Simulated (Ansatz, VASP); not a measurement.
**Sn in VASP and in Ansatz**

```
CELL_PARAMETERS angstrom
-2.94014 2.94014 1.59930
2.94014 -2.94014 1.59930
2.94014 2.94014 -1.59930
ATOMIC_POSITIONS crystal
Sn 0.00707 0.99527 0.98770
Sn 0.74919 0.24451 0.49911
```

Change from the starting cell: atoms moved at random, drawn with an rms of 0.05 Å.

Alike in both runs: task single point; functional PBEsol; k mesh 9 × 9 × 9; occupations fermi-dirac, width 0.05 eV; no spin polarisation.

|  | VASP | Ansatz |
| --- | --- | --- |
| version | VASP 6.6.1 | Ansatz 0.2.0 |
| potentials or method | VASP PAW PBE potentials, release 64 (Sn_d) | Ansatz PAW |
| plane-wave cutoff (eV) | 520 | 420 |
| valence electrons in the cell | 28 | 28 |

Ansatz gave:

* gap on the k mesh at the Fermi level (eV): none
* pressure (GPa): -1.4
* largest component of the traceless stress (GPa): 0.34
* rms of the force components (eV/Å): 0.103

What did VASP give for the same quantities?

gap on the k mesh at the Fermi level (eV): none; pressure (GPa): -1.5; largest component of the traceless stress (GPa): 0.34; rms of the force components (eV/Å): 0.103.

Atom by atom the forces differ by 0.000 eV/Å (rms over components). A gap of «none» marks a metal or a gap that the smearing closes.

Caveats: the PAW data sets were made with another functional, which shifts forces and pressure a little (VASP); the PAW data sets come from PBE, with cores solved anew for the run's functional, which leaves a small shift of forces and pressure (Ansatz).
